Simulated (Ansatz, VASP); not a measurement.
## Two plane-wave programs on SnO2

File INCAR:

```
SYSTEM = SnO2
PREC = Accurate
ENCUT = 520
EDIFF = 1E-7
ISMEAR = -1
SIGMA = 0.05
LREAL = .False.
LASPH = .True.
NELM = 100
ALGO = Normal
ISIF = 2
LWAVE = .False.
LCHARG = .False.
GGA = RE
NBANDS = 20
```

Contents of KPOINTS:

```
regular mesh
0
Gamma
  10 10 10
  0 0 0
```

Contents of POSCAR:

```
SnO2
1.0
    1.6170930752      0.9336291223      4.8005925840
   -1.6170930752      0.9336291223      4.8005925840
    0.0000000000     -1.8672582446      4.8005925840
Sn O
1 2
Direct
    0.5000000000      0.5000000000      0.5000000000
    0.7628300000      0.7628300000      0.7628300000
    0.2371700000      0.2371700000      0.2371700000
```

Contents of input.yaml:

```yaml
crystal:
  lattice:
    - [1.6170930752, 0.9336291223, 4.800592584]
    - [-1.6170930752, 0.9336291223, 4.800592584]
    - [0.0, -1.8672582446, 4.800592584]
  atoms:
    - { symbol: Sn, position: [0.5, 0.5, 0.5] }
    - { symbol: O, position: [0.76283, 0.76283, 0.76283] }
    - { symbol: O, position: [0.23717, 0.23717, 0.23717] }
hamiltonian:
  xc: revpbe
  pseudopotentials: { kind: paw }
kpoints:
  mp_grid: { grid: [10, 10, 10] }
  band_path:
    path:
      - [[0.0, 0.0, 0.0], [0.5, 0.0, 0.0], [0.5, 0.1918821804, -0.1918821804]]
      - [[0.8081178196, 0.5, 0.1918821804], [0.5, 0.5, 0.5], [0.0, 0.0, 0.0], [0.3459410902, 0.0, -0.3459410902]]
      - [[0.6540589098, 0.3459410902, 0.0], [0.5, 0.5, 0.0], [0.6540589098, 0.6540589098, 0.1918821804], [0.5, 0.5, 0.5]]
      - [[0.5, 0.0, 0.0], [0.8081178196, 0.3459410902, 0.3459410902]]
    npoints: 14
scf:
  occupations: { method: fermi_dirac, width: 0.05 }
  n_extra_bands: 7
output:
  forces: true
  stress: true
  eigenvalues: true
  fatbands: true
```

Measurements of this composition are mostly on another form, of space group No. 136.

Alike in both runs: functional revPBE; k mesh 10 × 10 × 10; occupations fermi-dirac, width 0.05 eV; no spin polarisation.

```csv
,VASP,Ansatz
version,VASP 6.6.1,Ansatz 0.2.0
potentials or method,"VASP PAW PBE potentials, release 64 (Sn_d, O)",Ansatz PAW
plane-wave cutoff (eV),520,420
valence electrons in the cell,26,26
task,single point,band structure
```

```csv
,VASP,Ansatz,Ansatz less VASP
gap on the k mesh at the Fermi level (eV),2.02,2.04,+0.024
least direct gap on the mesh (eV),2.13,2.14,+0.019
pressure (GPa),2.4,1.8,-0.53
largest component of the traceless stress (GPa),0.63,0.29,-0.337
rms of the force components (eV/Å),0.019,0.005,-0.0134
```

Atom by atom the forces differ by 0.024 eV/Å (rms over components). With one functional, cell and mesh, what is left measures potentials, basis and numerics.

Caveats: spin-orbit coupling is left out, which moves the levels of the heavy elements; the PAW data sets were made with another functional, which shifts forces and pressure a little (VASP); the pressure holds a Pulay correction of +0.7 GPa for the finite cutoff (Ansatz); the PAW data sets come from PBE, with cores solved anew for the run's functional, which leaves a small shift of forces and pressure (Ansatz). A k mesh can miss the band edges.
